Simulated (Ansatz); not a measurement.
Ansatz input file:

```yaml
crystal:
  lattice:
    - [2.8799338846, 0.0, 0.0]
    - [0.0, 2.8799338846, 0.0]
    - [0.0, 0.0, 25.182103896]
  atoms:
    - { symbol: V, position: [0.5, 0.5, 0.2978305558] }
    - { symbol: "N", position: [0.0, 0.0, 0.2978305558] }
    - { symbol: V, position: [0.0, 0.0, 0.3786983335] }
    - { symbol: "N", position: [0.5, 0.5, 0.3786983335] }
    - { symbol: V, position: [0.5, 0.5, 0.4595661112] }
    - { symbol: "N", position: [0.0, 0.0, 0.4595661112] }
    - { symbol: V, position: [0.0, 0.0, 0.5404338888] }
    - { symbol: "N", position: [0.5, 0.5, 0.5404338888] }
    - { symbol: V, position: [0.5, 0.5, 0.6213016665] }
    - { symbol: "N", position: [0.0, 0.0, 0.6213016665] }
    - { symbol: V, position: [0.0, 0.0, 0.7021694442] }
    - { symbol: "N", position: [0.5, 0.5, 0.7021694442] }
basis:
  ecutwfc: 420
kpoints:
  mp_grid: { grid: [12, 12, 1] }
hamiltonian:
  xc: pbesol
scf:
  occupations: { method: gaussian, width: 0.1 }
  max_iter: 2
output:
  forces: true
  stress: true
  eigenvalues: true
efield:
  axis: 3
  dipole_correction: true
  ramp_width: 0.04
```

Launched with
```bash
ansatz run input.yaml --threads 1 --pin off --max-ram 2560MiB --backend cpu --events-out ev --progress --plain --runs-dir out
```

Method: Ansatz, DFT PBEsol, scalar-relativistic, plane waves, PAW.

From the run's log, abridged:

```
Pseudopotentials: kind: paw
Pseudopotential: V, paw, valence charge 13, recommended cutoff 420 eV (normal)
Pseudopotential: N, paw, valence charge 5, recommended cutoff 420 eV (normal)
Functional definition: PBEsol
Crystal: 12 atoms, lattice volume = 208.861 Å³
Basis set: ecut = 420 eV, 4065 PW (Γ), exchange–correlation on 40×40×360 points (8 copies of the dense FFT grid, shifted against one another)
Bands: 66, of which v1, the nominal top of the filled ones, is band 54 counted from 1 (53 counted from 0)
Symmetry: 8 space group operations
k-points: 28 of 144
Initial density: superposition of atomic densities (neutral atoms: chi_scale 0, normalization atom), corrected by the library's trained network
Initial wavefunctions: pseudopotential atomic-orbital guess
Functional: x = pbesol(κ = 0.804, μ = 0.12345679), c = pbesol(β = 0.046)
SCF iter   1: F=—  HF=-19595.041791 eV  |F-HF|=—  |Δ(HF+E_count)|=         —  Δρ=2.02e-2  dr2=2.78e0  ethr=1.77e-3  p=0.000 e·Å  D=3.03e-13 V/Å  ΔV_dip= 0.00 eV  dr2_dipole=8.63e-15  V_vac-E_F(+/−)=3.72/3.72 eV  ⟨swp⟩=7.7  Hψ=19782  notcnv=0
efield: sawtooth ramp at fractional position 0.9800 (placed from the atoms, in the widest stretch of the axis that holds none; the zero of the levels goes with the place), width 0.0400; the density the first Hamiltonian is built on has a dipole p = 0.000 e·Å; the dipole correction subtracts the counter field D = 3.03e-13 V/Å, which shifts the + side's vacuum level by  0.00 eV against the − side's; the planar-averaged density in the ramp window peaks in size at 4.5e-5 e/Å³
SCF iter   2: F=—  HF=-19594.956244 eV  |F-HF|=—  |Δ(HF+E_count)|=   8.55e-2  Δρ=7.28e-3  dr2=1.50e-1  ethr=1.77e-3  p= 0.000 e·Å  D=-6.93e-8 V/Å  ΔV_dip=0.00 eV  dr2_dipole=1.28e-12  V_vac-E_F(+/−)=3.53/3.53 eV  ⟨swp⟩=7.5  Hψ=14258  notcnv=0
Error: did not converge after 2 iterations: dr2 = 1.50e-1 (threshold 1.00e-7), under the density mixer `msr1`, which `scf.mixing.algorithm: auto` chose by the deck's other keys (type `scf.mixing.algorithm: msr1` to keep it); raise `scf.max_iter`, which need not help a stalled SCF, or adjust the mixing (`scf.mixing`) or, under a smearing, its width (`scf.occupations.width`, in either direction: another width is another result); this SCF holds its density and magnetisation to the symmetry operations that it keeps, and cannot end on a state that breaks one of them: if the state sought breaks one, re-run with `crystal.symmetry.detect: false`, without `crystal.symmetry.time_reversal: true`, on a  ...
```

The run did not converge.

It took 45 s on 1 thread of Intel(R) Xeon(R) Processor @ 2.50GHz (Skylake/Cascade Lake) (shared host), peak memory 0.55 GiB.